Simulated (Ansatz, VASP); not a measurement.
# SiO2 (Quartz): VASP beside Ansatz, part 2 of 2

Wanted: the spread between two codes on one cell, functional and k mesh. The structure shown comes from an earlier Ansatz run, which isn't shown and may have moved the atoms alone.

VASP 6.6.1 and Ansatz 0.2.0.

So far: The structure; Ansatz: elastic constants, LDA.

## (3) VASP: elastic constants, LDA

Level of this step: LDA; plane waves and PAW (Si, O) (VASP).

The same cell, functional (in two slightly different forms), mesh and smearing now go to VASP, with its own data sets.

Lines of VASP's logs that name or quote its potential files are left out, and so is its time.

Input file INCAR:

```
SYSTEM = SiO2
PREC = Accurate
ENCUT = 600
EDIFF = 1E-08
NELM = 120
ISMEAR = 0
SIGMA = 0.02
LREAL = .FALSE.
ALGO = Normal
GGA = CA
NBANDS = 33
LORBIT = 11
LWAVE = .FALSE.
LCHARG = .FALSE.
ISIF = 3
IBRION = 6
NFREE = 2
POTIM = 0.015
NSW = 1
LASPH = .TRUE.
GGA_COMPAT = .FALSE.
EFERMI = MIDGAP
KPAR = 2
```

Input file POSCAR:

```
SiO2
1.0
    4.8658665600      0.0000000000      0.0000000000
   -2.4329332800      4.2139640524      0.0000000000
    0.0000000000      0.0000000000      5.3648178668
Si O
3 6
Direct
    0.5352692290      0.0000000000      0.3333333333
    0.0000000000      0.5352692290      0.6666666667
    0.4647307710      0.4647307710      0.0000000000
    0.1350046127      0.4111497007      0.8878788301
    0.5888502993      0.7238549120      0.2212121634
    0.2761450880      0.8649953873      0.5545454968
    0.4111497007      0.1350046127      0.1121211699
    0.7238549120      0.5888502993      0.7787878366
    0.8649953873      0.2761450880      0.4454545032
```

Input file KPOINTS:

```
Automatic mesh
0
Gamma
3 3 2
0 0 0
```

Potentials, in the order of the species: Si and O (LDA family, release 64).

On the command line:

```sh
$ mpirun -np 2 vasp_std
```

Numbers of over 12 decimals in the logs are rounded to 6 here.

The program printed:

```text
[banner, memory and clock lines left out]
running    2 mpi-ranks, on    1 nodes
 distrk:  each k-point on    1 cores,    2 groups
 distr:  one band on    1 cores,    1 groups

 POSCAR found type information on POSCAR SiO
 POSCAR found :  2 types and       9 ions
 LDA part: xc-table for (Slater(with rela. corr.)+CA(PZ))
 , standard interpolation
 POSCAR, INCAR and KPOINTS ok, starting setup
 FFT: planning ... GRIDC
 FFT: planning ... GRID_SOFT
 FFT: planning ... GRID
 WAVECAR not read
 entering main loop
       N       E                     dE             d eps       ncg     rms          rms(c)
DAV:   1     0.279887533147E+03    0.27989E+03   -0.27552E+04   396   0.151E+03
DAV:   2    -0.700101916367E+02   -0.34990E+03   -0.34063E+03   517   0.320E+02
DAV:   3    -0.875707722517E+02   -0.17561E+02   -0.17494E+02   504   0.756E+01
DAV:   4    -0.877649304244E+02   -0.19416E+00   -0.19396E+00   503   0.886E+00
DAV:   5    -0.877678278295E+02   -0.28974E-02   -0.28965E-02   496   0.107E+00    0.260E+01
DAV:   6    -0.781716972660E+02    0.95961E+01   -0.36502E+01   471   0.323E+01    0.130E+01
DAV:   7    -0.780307436712E+02    0.14095E+00   -0.11235E+00   496   0.512E+00    0.455E+00
DAV:   8    -0.779458745502E+02    0.84869E-01   -0.59313E-02   496   0.176E+00    0.167E+00
DAV:   9    -0.779323329047E+02    0.13542E-01   -0.17309E-02   504   0.935E-01    0.261E-01
DAV:  10    -0.779326810332E+02   -0.34813E-03   -0.17827E-03   472   0.241E-01    0.938E-02
DAV:  11    -0.779326236924E+02    0.57341E-04   -0.48227E-04   496   0.131E-01    0.222E-02
DAV:  12    -0.779326229461E+02    0.74638E-06   -0.12336E-05   472   0.216E-02    0.604E-03
DAV:  13    -0.779326231536E+02   -0.20753E-06   -0.16124E-06   496   0.717E-03    0.182E-03
DAV:  14    -0.779326231956E+02   -0.42033E-07   -0.69588E-08   480   0.160E-03    0.901E-04
DAV:  15    -0.779326232011E+02   -0.54324E-08   -0.13653E-08   344   0.629E-04
   1 F= -.77932623E+02 E0= -.77932623E+02  d E =0.000000E+00
[... from here on, the cycles between the ionic steps are left out ...]
   2 F= -.77909609E+02 E0= -.77909609E+02  d E =0.000000E+00
   3 F= -.77900440E+02 E0= -.77900440E+02  d E =0.000000E+00
  17 F= -.77927344E+02 E0= -.77927344E+02  d E =0.000000E+00
  18 F= -.77927137E+02 E0= -.77927137E+02  d E =0.000000E+00
  19 F= -.77927137E+02 E0= -.77927137E+02  d E =0.000000E+00
  20 F= -.77927686E+02 E0= -.77927686E+02  d E =0.000000E+00
  21 F= -.77928364E+02 E0= -.77928364E+02  d E =0.000000E+00
  22 F= -.77931474E+02 E0= -.77931474E+02  d E =0.000000E+00
  23 F= -.77931845E+02 E0= -.77931845E+02  d E =0.000000E+00
  24 F= -.77929960E+02 E0= -.77929960E+02  d E =0.000000E+00
 Finite differences progress:
  Degree of freedom:  12/ 12
  Displacement:        1/  2
  Total:              23/ 24
 bond charge predicted
       N       E                     dE             d eps       ncg     rms          rms(c)
DAV:   1    -0.779306003981E+02   -0.64010E-03   -0.39740E+00   660   0.120E+01    0.643E-01
DAV:   2    -0.779308916321E+02   -0.29123E-03   -0.40798E-02   840   0.130E+00    0.196E-01
DAV:   3    -0.779296126963E+02    0.12789E-02   -0.25358E-03   840   0.398E-01    0.765E-02
DAV:   4    -0.779295135812E+02    0.99115E-04   -0.84713E-04   840   0.183E-01    0.469E-02
DAV:   5    -0.779295130477E+02    0.53348E-06   -0.54171E-05   832   0.450E-02    0.293E-02
DAV:   6    -0.779295118449E+02    0.12028E-05   -0.43272E-06   840   0.189E-02    0.731E-03
DAV:   7    -0.779295112187E+02    0.62621E-06   -0.15461E-06   832   0.115E-02    0.163E-03
DAV:   8    -0.779295112474E+02   -0.28733E-07   -0.73207E-07   832   0.559E-03    0.122E-03
DAV:   9    -0.779295112425E+02    0.49040E-08   -0.36145E-08   768   0.179E-03
  25 F= -.77929511E+02 E0= -.77929511E+02  d E =0.000000E+00
 Finite differences progress:
  Degree of freedom:  12/ 12
  Displacement:        2/  2
  Total:              24/ 24
```

OUTCAR, selected parts (step 3):

```text
ion  position               nearest neighbor table
   1  0.535  0.000  0.333-   5 1.61   9 1.61   7 1.61   6 1.61   3 3.03   3 3.03   2 3.03   2 3.03

  LATTYP: Found a hexagonal cell.
 ALAT       =     4.8658665600
 C/A-ratio  =     1.1025410994

 Subroutine GETGRP returns: Found  6 space group operations
 (whereof  2 operations were pure point group operations)

The static configuration has the point symmetry C_2 .
 The point group associated with its full space group is D_3 .

 Found      6 irreducible k-points:

   k-points           NKPTS =      6   k-points in BZ     NKDIM =      6   number of bands    NBANDS=     33

   dimension x,y,z NGX =    40 NGY =   40 NGZ =   48
   dimension x,y,z NGXF=    80 NGYF=   80 NGZF=   96

   ENCUT  =  600.0 eV  44.10 Ry    6.64 a.u.   9.72  9.72 10.71*2*pi/ulx,y,z

   NELECT =      48.0000    total number of electrons

 k-points in reciprocal lattice and weights: Automatic mesh
   0.00000000  0.00000000  0.00000000       0.056
   0.33333333  0.00000000  0.00000000       0.333
   0.33333333  0.33333333  0.00000000       0.111
   0.00000000  0.00000000  0.50000000       0.056
   0.33333333  0.00000000  0.50000000       0.333
   0.33333333  0.33333333  0.50000000       0.111

 average (electrostatic) potential at core
       1 -87.8551       2 -87.8226       3 -87.8800       4 -73.2956       5 -73.3020
       6 -73.2685       7 -73.2961       8 -73.2766       9 -73.2703

 E-fermi :   3.9931

 k-point     1 :       0.0000    0.0000    0.0000
  band No.  band energies     occupation
    ...
     20       0.0124      2.00000
     21       0.0349      2.00000
     22       0.2361      2.00000
     23       0.7781      2.00000
     24       0.7863      2.00000
     25       6.9109      0.00000
     26      10.1136      0.00000
     27      10.1346      0.00000
     28      10.7456      0.00000
     29      10.7808      0.00000
    ...

 k-point     2 :       0.3333    0.0000    0.0000
  band No.  band energies     occupation
    ...
     20      -0.0460      2.00000
     21       0.0300      2.00000
     22       0.2508      2.00000
     23       0.8271      2.00000
     24       0.9796      2.00000
     25       8.3728      0.00000
     26      10.2688      0.00000
     27      10.2923      0.00000
     28      10.7779      0.00000
     29      11.1948      0.00000
    ...

 k-point     3 :       0.3333    0.3333    0.0000
  band No.  band energies     occupation
    ...
     20      -0.1220      2.00000
     21      -0.1170      2.00000
     22       0.6414      2.00000
     23       0.6482      2.00000
     24       1.0752      2.00000
     25       9.8326      0.00000
     26       9.8394      0.00000
     27      10.3345      0.00000
     28      11.3187      0.00000
     29      11.3313      0.00000
    ...

  Total        0.2161938      0.3187390      0.5526288     -0.1428697     -0.1542337      0.1130275
  in kB        3.1488202      4.6423708      8.0489291     -2.0808685     -2.2463829      1.6462236
  external PRESSURE =       5.2800400 kB  Pullay stress =       0.0000000 kB

  energy-cutoff  :      600.00
  volume of cell :      110.00
      direct lattice vectors                 reciprocal lattice vectors
     4.865866560  0.000000000  0.000000000     0.205513240  0.118653124  0.000000000
    -2.432933280  4.213964052  0.000000000     0.000000000  0.237306248  0.000000000
     0.000000000  0.000000000  5.364817867     0.000000000  0.000000000  0.186399618

 POSITION                                       TOTAL-FORCE (eV/Angst)
 -----------------------------------------------------------------------------------
[...]
2.604549  0.000000  1.788273    -0.003886   -0.000002   -0.000007
     -1.302274  2.255605  3.576545    -0.080793   -0.044402    0.260135
      1.130659  1.958359  0.000000    -0.080791    0.044401   -0.260128
     -0.343385  1.732570  4.763308     0.022871    0.015878    0.007695
      1.104176  3.050299  1.186763    -0.133200    0.333479    0.269704
     -0.760791  3.645059  2.975036     0.219885    0.309840   -0.277399
      1.672142  0.568905  0.601510     0.219891   -0.309847    0.277406
      2.089548  2.481394  4.178055     0.022890   -0.015876   -0.007710
      3.537110  1.163665  2.389782    -0.133196   -0.333469   -0.269696

   2 f  =   34.560667 THz   217.151078 2PiTHz 1152.819777 cm-1   142.931372 meV
             X         Y         Z           dx          dy          dz
      2.604549  0.000000  1.788273     0.000000   -0.106427   -0.300374
     -1.302274  2.255605  3.576545    -0.044400   -0.029520    0.150181
      1.130659  1.958359  0.000000     0.044403   -0.029522    0.150193
     -0.343385  1.732570  4.763308    -0.423586    0.050166   -0.315870
      1.104176  3.050299  1.186763    -0.105986    0.206237    0.164599
     -0.760791  3.645059  2.975036    -0.129625   -0.146848    0.151271
      1.672142  0.568905  0.601510     0.129615   -0.146834    0.151258
      2.089548  2.481394  4.178055     0.423585    0.050167   -0.315870
      3.537110  1.163665  2.389782     0.105992    0.206252    0.164612

   3 f  =   32.722419 THz   205.601023 2PiTHz 1091.502410 cm-1   135.328990 meV
             X         Y         Z           dx          dy          dz
      2.604549  0.000000  1.788273     0.274985   -0.000000   -0.000000
     -1.302274  2.255605  3.576545    -0.137492    0.238144    0.000000
      1.130659  1.958359  0.000000    -0.137492   -0.238144   -0.000000
     -0.343385  1.732570  4.763308     0.280137   -0.033456    0.221951
      1.104176  3.050299  1.186763    -0.111095    0.259334    0.221951
     -0.760791  3.645059  2.975036    -0.169043   -0.225878    0.221951
      1.672142  0.568905  0.601510    -0.169043    0.225878   -0.221951
      2.089548  2.481394  4.178055     0.280137    0.033456   -0.221951
      3.537110  1.163665  2.389782    -0.111095   -0.259334   -0.221951

   4 f  =   32.559299 THz   204.576110 2PiTHz 1086.061314 cm-1   134.654381 meV
             X         Y         Z           dx          dy          dz
      2.604549  0.000000  1.788273    -0.000000   -0.104938   -0.270370
     -1.302274  2.255605  3.576545     0.090879    0.052469   -0.270370
      1.130659  1.958359  0.000000    -0.090879    0.052469   -0.270370
     -0.343385  1.732570  4.763308     0.303652   -0.018309    0.179084
      1.104176  3.050299  1.186763    -0.135969    0.272125    0.179084
     -0.760791  3.645059  2.975036    -0.167682   -0.253815    0.179084
      1.672142  0.568905  0.601510     0.167682   -0.253815    0.179084
      2.089548  2.481394  4.178055    -0.303652   -0.018309    0.179084
      3.537110  1.163665  2.389782     0.135969    0.272125    0.179084

   5 f  =   32.246730 THz   202.612177 2PiTHz 1075.635117 cm-1   133.361698 meV
             X         Y         Z           dx          dy          dz
      2.604549  0.000000  1.788273     0.000007    0.339306   -0.107155
     -1.302274  2.255605  3.576545     0.063654    0.229075    0.053581
      1.130659  1.958359  0.000000    -0.063633    0.229070    0.053574
     -0.343385  1.732570  4.763308    -0.019265    0.035759   -0.008976
      1.104176  3.050299  1.186763     0.139621   -0.296259   -0.264613
     -0.760791  3.645059  2.975036    -0.227358   -0.267850    0.273589
      1.672142  0.568905  0.601510     0.227352   -0.267839    0.273578
      2.089548  2.481394  4.178055     0.019237    0.035755   -0.008953
      3.537110  1.163665  2.389782    -0.139625   -0.296274   -0.264625

   6 f  =   32.246730 THz   202.612177 2PiTHz 1075.635117 cm-1   133.361698 meV
             X         Y         Z           dx          dy          dz
      2.604549  0.000000  1.788273    -0.192328    0.000012   -0.000004
     -1.302274  2.255605  3.576545    -0.302559   -0.063635   -0.092797
      1.130659  1.958359  0.000000    -0.302564    0.063652    0.092801
     -0.343385  1.732570  4.763308     0.387992   -0.052069    0.310731
      1.104176  3.050299  1.186763     0.055975   -0.210956   -0.163139
     -0.760791  3.645059  2.975036     0.084383    0.156023   -0.147592
      1.672142  0.568905  0.601510     0.084400   -0.156042    0.147612
      2.089548  2.481394  4.178055     0.387993    0.052072   -0.310731
      3.537110  1.163665  2.389782     0.055964    0.210934    0.163120

   7 f  =   23.830560 THz   149.731823 2PiTHz  794.901909 cm-1    98.555232 meV
             X         Y         Z           dx          dy          dz
      2.604549  0.000000  1.788273     0.000552    0.309121   -0.157499
     -1.302274  2.255605  3.576545     0.405192   -0.393164    0.078629
      1.130659  1.958359  0.000000    -0.405324   -0.392450    0.078869
     -0.343385  1.732570  4.763308     0.138347    0.203468   -0.126285
      1.104176  3.050299  1.186763     0.126557    0.000261    0.071871
     -0.760791  3.645059  2.975036    -0.043531    0.112075    0.054414
      1.672142  0.568905  0.601510     0.043357    0.111739    0.054213
      2.089548  2.481394  4.178055    -0.138359    0.203452   -0.126267
      3.537110  1.163665  2.389782    -0.126927    0.000224    0.072054

   8 f  =   23.830560 THz   149.731823 2PiTHz  794.901909 cm-1    98.555232 meV
             X         Y         Z           dx          dy          dz
      2.604549  0.000000  1.788273     0.626783   -0.000272    0.000139
     -1.302274  2.255605  3.576545    -0.075502   -0.404912   -0.136467
      1.130659  1.958359  0.000000    -0.074788    0.405604    0.136329
     -0.343385  1.732570  4.763308    -0.007068    0.009235   -0.010078
      1.104176  3.050299  1.186763    -0.210275    0.021025   -0.104327
     -0.760791  3.645059  2.975036    -0.098461    0.191113    0.114405
      1.672142  0.568905  0.601510    -0.098537   -0.191310   -0.114501
      2.089548  2.481394  4.178055    -0.006824   -0.009593    0.010301
      3.537110  1.163665  2.389782    -0.210052   -0.021026    0.104200

   9 f  =   23.160457 THz   145.521441 2PiTHz  772.549677 cm-1    95.783909 meV
             X         Y         Z           dx          dy          dz
      2.604549  0.000000  1.788273    -0.000000   -0.523675    0.159942
     -1.302274  2.255605  3.576545     0.453516    0.261837    0.159942
      1.130659  1.958359  0.000000    -0.453516    0.261837    0.159942
     -0.343385  1.732570  4.763308     0.046691    0.057921   -0.105940
      1.104176  3.050299  1.186763    -0.073507    0.011475   -0.105940
     -0.760791  3.645059  2.975036     0.026816   -0.069396   -0.105940
      1.672142  0.568905  0.601510    -0.026816   -0.069396   -0.105940
      2.089548  2.481394  4.178055    -0.046691    0.057921   -0.105940
      3.537110  1.163665  2.389782     0.073507    0.011475   -0.105940

  10 f  =   20.820760 THz   130.820693 2PiTHz  694.505797 cm-1    86.107706 meV
             X         Y         Z           dx          dy          dz
      2.604549  0.000000  1.788273    -0.000125   -0.233355   -0.628436
     -1.302274  2.255605  3.576545    -0.139718    0.009208    0.313459
      1.130659  1.958359  0.000000     0.140144    0.008818    0.314977
     -0.343385  1.732570  4.763308     0.211766   -0.023224    0.063101
      1.104176  3.050299  1.186763    -0.125219   -0.076100   -0.144309
     -0.760791  3.645059  2.975036    -0.002518    0.242175    0.081208
    [... 205 further lines ...]
      2.089548  2.481394  4.178055     0.102433    0.279969   -0.000074
      3.537110  1.163665  2.389782     0.102476    0.279426    0.000333

 ELASTIC MODULI CONTR FROM IONIC RELAXATION (kBar)
 Direction    XX          YY          ZZ          XY          YZ          ZX
 --------------------------------------------------------------------------------
 XX       -2879.5211   -854.0268  -1423.2481     -0.0000    400.9321      0.0000
 YY        -854.0268  -2879.5211  -1423.2481      0.0000   -400.9321     -0.0000
 ZZ       -1423.2481  -1423.2481  -2204.0038      0.0000      0.0000     -0.0000
 XY          -0.0000      0.0000      0.0000  -1012.7471      0.0000    400.9321
 YZ         400.9321   -400.9321      0.0000      0.0000  -1321.6339     -0.0000
 ZX           0.0000     -0.0000     -0.0000    400.9321     -0.0000  -1321.6339
 --------------------------------------------------------------------------------

 TOTAL ELASTIC MODULI (kBar)
 Direction    XX          YY          ZZ          XY          YZ          ZX
 --------------------------------------------------------------------------------
 XX         688.8121    101.4580     74.7676     -0.0000    189.4318      0.0000
 YY         101.4580    688.8121     74.7676      0.0000   -189.4318     -0.0000
 ZZ          74.7676     74.7676    954.8743      0.0000      0.0000     -0.0000
 XY          -0.0000      0.0000      0.0000    293.6771      0.0000    189.4318
 YZ         189.4318   -189.4318      0.0000      0.0000    506.4388     -0.0000
 ZX           0.0000     -0.0000     -0.0000    189.4318     -0.0000    506.4388
 --------------------------------------------------------------------------------

 total charge
# of ion       s       p       d       tot
------------------------------------------
    1        0.657   1.031   0.000   1.688
    2        0.657   1.031   0.000   1.688
    3        0.657   1.031   0.000   1.688
    4        1.538   3.689   0.000   5.226
    5        1.538   3.689   0.000   5.226
    6        1.538   3.689   0.000   5.226
    7        1.538   3.689   0.000   5.226
    8        1.538   3.689   0.000   5.226
    9        1.538   3.689   0.000   5.226
--------------------------------------------------
tot         11.198  25.226   0.000  36.424

[... 3 further parts left out ...]
```

CONTCAR:

```
SiO2
   1.00000000000000
     4.8658665599999997    0.0000000000000000    0.0000000000000000
    -2.4329332799999999    4.2139640523999997    0.0000000000000000
     0.0000000000000000    0.0000000000000000    5.3648178668000002
  Si              O
     3     6
Direct
     0.5352692290000007    0.0000000000000000    0.3333333332999970
     0.0000000000000000    0.5352692290000007    0.6666666667000030
     0.4647307709999993    0.4647307709999993    0.0000000000000000
     0.1350046127000012    0.4111497007000011    0.8850828358328271
     0.5888502992999989    0.7238549120000002    0.2212121633999971
     0.2761450879999998    0.8649953872999987    0.5545454968000030
     0.4111497007000011    0.1350046127000013    0.1121211699000000
     0.7238549120000002    0.5888502992999989    0.7787878366000029
     0.8649953872999987    0.2761450879999998    0.4454545031999970
```

Levels, forces or a CONTCAR printed for this step are those of its last displaced cell, not of the structure at rest.

## (4) Side by side

Known differences besides the potentials themselves: the two LDA forms differ slightly; the cutoff is 420 eV in Ansatz and 600 eV in VASP; VASP's log shows a relativistic correction to its local exchange, Ansatz's none; VASP takes each elastic constant from one size of strain, Ansatz from those that its log lists. Total energies have different zeros and are not compared.

Both answers:

```tsv
quantity	Ansatz	VASP	difference
C11 (GPa)	75.3	68.9	+9.39 %
C22 (GPa)	75.3	68.9	+9.39 %
C33 (GPa)	98.7	95.5	+3.41 %
C12 (GPa)	11.4	10.2	+12.39 %
C13 (GPa)	10.1	7.5	+34.99 %
C23 (GPa)	10.1	7.5	+34.99 %
C44 (GPa)	53.3	50.6	+5.26 %
C55 (GPa)	53.3	50.6	+5.26 %
C66 (GPa)	32.0	29.4	+8.85 %
```

## (5) What came out

```json
{
 "difference in C13 (elastic constants, LDA)": "35 %"
}
```

In words: The difference in C13 is 35 % (elastic constants, LDA), beyond the 5 % picked in this series as the mark of a large difference. What causes the difference of the elastic constants, LDA pair stays open here. Such differences can come from data sets, numerical settings and the points named under the comparisons, not from the functional's error against experiment.

[Lines on the potential files, build, host, timing and source positions are cut from VASP's logs without a mark.]

[Logs are printed without paths, hosts, clocks, repeated set-up lines and the standing remarks that a program may print on its own settings, such as how far it seeks lower states.]

[Hosts, paths, dates, database ids (printed as entryN), source tags and the programs' standing remarks are cut or masked in the printed files.]
